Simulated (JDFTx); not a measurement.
BN:

```
N B
1.0
     2.49824    0.00000    0.00000
    -1.24912    2.16354    0.00000
     0.00000    0.00000    6.63570
N B
2 2
Direct
  0.66667 0.33333 0.25000
  0.33333 0.66667 0.75000
  0.66667 0.33333 0.75000
  0.33333 0.66667 0.25000
```

* Program: JDFTx 1.7.0 (patched build)
* Task: single point
* Functional: PBE
* Potentials or basis: PseudoDojo-SR-PBE-0.5-standard
* Cutoff: 1143 eV
* Density cutoff: 9143 eV
* k mesh: 12 × 12 × 4
* Occupations: fermi-dirac, width 0.05 eV
* Spin: no spin polarisation

On this cell: pressure 4.7 GPa; largest force under 0.003 eV/Å; band gap on the k mesh 4.32 eV, indirect (least direct gap 4.69 eV).

The same run follows on a disturbed copy (atoms moved at random, drawn with an rms of 0.05 Å):

```xyz
4
Lattice="2.4982 0.0000 0.0000 -1.2491 2.1635 0.0000 0.0000 0.0000 6.6357" Properties=species:S:1:pos:R:3 pbc="T T T"
N     1.2477    0.6939    1.6706
N     0.0011    1.4403    4.9751
B     1.2633    0.7492    4.9890
B     0.0108    1.4374    1.6440
```

**Question.** What changes?

**Answer.** The energy moves by +10.7 meV/atom; pressure 5.0 GPa; largest force 1.389 eV/Å; band gap on the k mesh 4.26 eV, indirect (least direct gap 4.66 eV).

Forces on the atoms (eV/Å):
```
N    0.484  0.972 -0.370
N    0.611  1.227  0.210
B   -0.611 -1.229 -0.210
B   -0.484 -0.970  0.371
```

Stress tensor (GPa, compression positive):
```
6.46 0.16 0.02
0.16 5.74 0.04
0.02 0.04 2.89
```

Caveats: the empty levels aren't tightly converged; this functional lacks dispersion, which binds the layers, so the pressure and a relaxed spacing across them are unreliable (some runs).

A k mesh can miss the band edges.
